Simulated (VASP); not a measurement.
# LiCl (rocksalt): gaps by functional in VASP

```cif
data_structure
_symmetry_space_group_name_H-M 'P 1'
_symmetry_Int_Tables_number 1
_cell_length_a 3.6148
_cell_length_b 3.6148
_cell_length_c 3.6148
_cell_angle_alpha 60.000
_cell_angle_beta 60.000
_cell_angle_gamma 60.000
_cell_volume 33.40
loop_
_atom_site_label
_atom_site_type_symbol
_atom_site_fract_x
_atom_site_fract_y
_atom_site_fract_z
_atom_site_occupancy
Li1 Li 0.00000 0.00000 0.00000 1
Cl1 Cl 0.50000 0.50000 0.50000 1
```

All runs share this cell. Band v is the last that the valence electrons fill when counted band by band, and c is the next. A negative gap between them is a band overlap, as in a metal.

Rank these levels of theory by the band gap that they give, smallest first.
A. PBE
B. LDA
C. r²SCAN
D. PBEsol

B (6.06 eV), D (6.19 eV), A (6.40 eV), C (7.36 eV).
